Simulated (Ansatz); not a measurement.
ZrS2, CdI2 type, relaxed with r2SCAN+rVV10 in the PAW code Ansatz. The symmetry is P-3m1 (No. 164, trigonal); a = 3.674 Å, c = 5.857 Å in the conventional setting, 22.83 Å³ an atom. Zr has 6 S at 2.57 Å; S has 3 Zr at 2.57 Å.

The axes x, y and z are those of this cell:
```
Zr S
1.0
     3.67440    0.00000    0.00000
    -1.83720    3.18212    0.00000
     0.00000    0.00000    5.85686
Zr S
1 2
Direct
  0.00000 0.00000 0.00000
  0.33333 0.66667 0.24623
  0.66667 0.33333 0.75377
```

Unstrained: PBE gives an indirect gap of 0.877 eV, from k = (-0.089, 0.042, 0) to L; the least direct gap is 1.502 eV at Γ. r2SCAN gives an indirect gap of 1.181 eV, from k = (-0.089, 0.042, 0) to L; the least direct gap is 1.811 eV at Γ. HSE06 gives an indirect gap of 1.666 eV, from k = (-0.089, 0.042, 0) to L; the least direct gap is 2.381 eV at Γ. With r2SCAN+SOC the valence top lies at k = (-0.089, 0.042, 0) and the conduction bottom at L, 1.177 eV higher; the smallest vertical gap, at Γ, is 1.797 eV. Meshes: PBE 12×12×4, r2SCAN 12×12×4, HSE06 6×6×4, r2SCAN+SOC 12×12×4. Strains are changes of length per length. After each strain the atoms were relaxed again with r2SCAN+rVV10 within the symmetry that the strain leaves, so tilts or polar shifts that break it weren't tested; points keep the names that they have in the unstrained zone. No magnetic order and no zero-point or thermal motion.

Task: Apply isotropic -3.0 % on every length. How far does the gap move, against the unstrained cell?

Result: PBE: the gap goes from 0.877 to 0.477 eV (-0.400 eV); the edges go from (-0.089, 0.042, 0) → L to Γ → L. r2SCAN: the gap goes from 1.181 to 0.772 eV (-0.409 eV); the edges go from (-0.089, 0.042, 0) → L to Γ → L. HSE06: the gap goes from 1.666 to 1.206 eV (-0.460 eV); the edges go from (-0.089, 0.042, 0) → L to Γ → L. r2SCAN+SOC: the gap goes from 1.177 to 0.760 eV (-0.417 eV); the edges go from (-0.089, 0.042, 0) → L to Γ → L.

Task: Apply isotropic +2.0 % on every length. How far does the gap move, against the unstrained cell?

Result: PBE: the gap goes from 0.877 to 1.076 eV (+0.199 eV); the edges go from (-0.089, 0.042, 0) → L to Γ–K (0.19) → L. r2SCAN: the gap goes from 1.181 to 1.383 eV (+0.202 eV); the edges go from (-0.089, 0.042, 0) → L to Γ–K (0.19) → L. HSE06: the gap goes from 1.666 to 1.893 eV (+0.227 eV); the edges go from (-0.089, 0.042, 0) → L to Γ–K (0.19) → L. r2SCAN+SOC: the gap goes from 1.177 to 1.381 eV (+0.204 eV); the edges go from (-0.089, 0.042, 0) → L to Γ–K (0.19) → L.

Task: Apply isotropic -1.0 % on every length. How far does the gap move, against the unstrained cell?

Result: PBE: the gap goes from 0.877 to 0.757 eV (-0.120 eV); the edges go from (-0.089, 0.042, 0) → L to (-0.068, 0.031, 0) → L. r2SCAN: the gap goes from 1.181 to 1.059 eV (-0.122 eV); the edges go from (-0.089, 0.042, 0) → L to (-0.068, 0.031, 0) → L. HSE06: the gap goes from 1.666 to 1.529 eV (-0.137 eV); the edges go from (-0.089, 0.042, 0) → L to (-0.068, 0.031, 0) → L. r2SCAN+SOC: the gap goes from 1.177 to 1.053 eV (-0.124 eV); the edges go from (-0.089, 0.042, 0) → L to Γ → L.

Task: Estimate what isotropic -4.0 % on every length does to the gap.

Result: PBE: the gap goes from 0.877 to 0.317 eV (-0.560 eV); the edges go from (-0.089, 0.042, 0) → L to Γ → L. r2SCAN: the gap goes from 1.181 to 0.606 eV (-0.575 eV); the edges go from (-0.089, 0.042, 0) → L to Γ → L. HSE06: the gap goes from 1.666 to 1.019 eV (-0.647 eV); the edges go from (-0.089, 0.042, 0) → L to Γ → L. r2SCAN+SOC: the gap goes from 1.177 to 0.595 eV (-0.582 eV); the edges go from (-0.089, 0.042, 0) → L to Γ → L.

Task: Apply isotropic +1.0 % on every length. How far does the gap move, against the unstrained cell?

Result: PBE: the gap goes from 0.877 to 0.981 eV (+0.104 eV); the edges go from (-0.089, 0.042, 0) → L to (-0.109, 0.052, 0) → L. r2SCAN: the gap goes from 1.181 to 1.287 eV (+0.106 eV); the edges go from (-0.089, 0.042, 0) → L to (-0.109, 0.052, 0) → L. HSE06: the gap goes from 1.666 to 1.785 eV (+0.119 eV); the edges go from (-0.089, 0.042, 0) → L to (-0.109, 0.052, 0) → L. r2SCAN+SOC: the gap goes from 1.177 to 1.285 eV (+0.108 eV); the edges go from (-0.089, 0.042, 0) → L to (-0.109, 0.052, 0) → L.

Task: Estimate what isotropic -2.0 % on every length does to the gap.

Result: PBE: the gap goes from 0.877 to 0.624 eV (-0.253 eV); the edges go from (-0.089, 0.042, 0) → L to (-0.031, 0.005, 0) → L. r2SCAN: the gap goes from 1.181 to 0.923 eV (-0.258 eV); the edges go from (-0.089, 0.042, 0) → L to (-0.031, 0.005, 0) → L. HSE06: the gap goes from 1.666 to 1.376 eV (-0.290 eV); the edges go from (-0.089, 0.042, 0) → L to (-0.031, 0.005, 0) → L. r2SCAN+SOC: the gap goes from 1.177 to 0.912 eV (-0.265 eV); the edges go from (-0.089, 0.042, 0) → L to Γ → L.

Task: Estimate what isotropic +3.0 % on every length does to the gap.

Result: PBE: the gap goes from 0.877 to 1.159 eV (+0.282 eV); the edges go from (-0.089, 0.042, 0) → L to Γ–K (0.20) → L. r2SCAN: the gap goes from 1.181 to 1.468 eV (+0.287 eV); the edges go from (-0.089, 0.042, 0) → L to Γ–K (0.20) → L. HSE06: the gap goes from 1.666 to 1.987 eV (+0.321 eV); the edges go from (-0.089, 0.042, 0) → L to Γ–K (0.20) → L. r2SCAN+SOC: the gap goes from 1.177 to 1.467 eV (+0.290 eV); the edges go from (-0.089, 0.042, 0) → L to Γ–K (0.20) → L.

Task: Apply isotropic +4.0 % on every length. How far does the gap move, against the unstrained cell?

Result: PBE: the gap goes from 0.877 to 1.232 eV (+0.355 eV); the edges go from (-0.089, 0.042, 0) → L to (-0.078, 0.151, 0) → L. r2SCAN: the gap goes from 1.181 to 1.542 eV (+0.361 eV); the edges go from (-0.089, 0.042, 0) → L to (-0.078, 0.151, 0) → L. HSE06: the gap goes from 1.666 to 2.069 eV (+0.403 eV); the edges go from (-0.089, 0.042, 0) → L to (-0.078, 0.151, 0) → L. r2SCAN+SOC: the gap goes from 1.177 to 1.541 eV (+0.364 eV); the edges go from (-0.089, 0.042, 0) → L to (-0.078, 0.151, 0) → L.

Only the levels marked +SOC include spin-orbit coupling.

Where an edge lies off the special points, it is a point of the mesh or the k point where a search put PBE's edge or least direct gap, reused for the other functionals, whose own edges may lie a little apart.

Coordinates of k points refer to the reciprocal vectors of the primitive cell of the runs.

The meshes of the hybrids are coarse, so their gaps aren't converged to the digits shown.
